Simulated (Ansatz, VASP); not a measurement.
# Pt in VASP and in Ansatz

```
Pt
1.0
    -1.57006    1.57006    1.57006
     1.57006   -1.57006    1.57006
     1.57006    1.57006   -1.57006
Pt
1
Direct
  0.00000 0.00000 0.00000
```

Alike in both runs: functional r2SCAN; k mesh 14 × 14 × 14; occupations fermi-dirac, width 0.05 eV; collinear spin.

Ansatz relaxed the structure, and its values are those at the end. VASP's run is a single point on that final structure, the one shown.

|  | VASP | Ansatz |
| --- | --- | --- |
| version | VASP 6.6.1 | Ansatz 0.2.0 |
| potentials or method | VASP PAW PBE potentials, release 64 (Pt) | plane waves (500 eV) with PAW, scalar-relativistic |
| plane-wave cutoff (eV) | 520 | 500 |
| valence electrons in the cell | 10 | 18 |

|  | VASP | Ansatz | Ansatz less VASP |
| --- | --- | --- | --- |
| pressure (GPa) | 0.6 | 0.0 | -0.63 |
| net moment per atom (μB) | 0.00 | 0.00 | 0.000 |

The two sets of potentials don't hold the same shells in valence. Ansatz warned: «seeded_moment_not_kept».

Caveats: the PAW data sets were made with another functional, which shifts forces and pressure a little (VASP). The runs have no spin-orbit coupling, so splittings on Pt are missing.
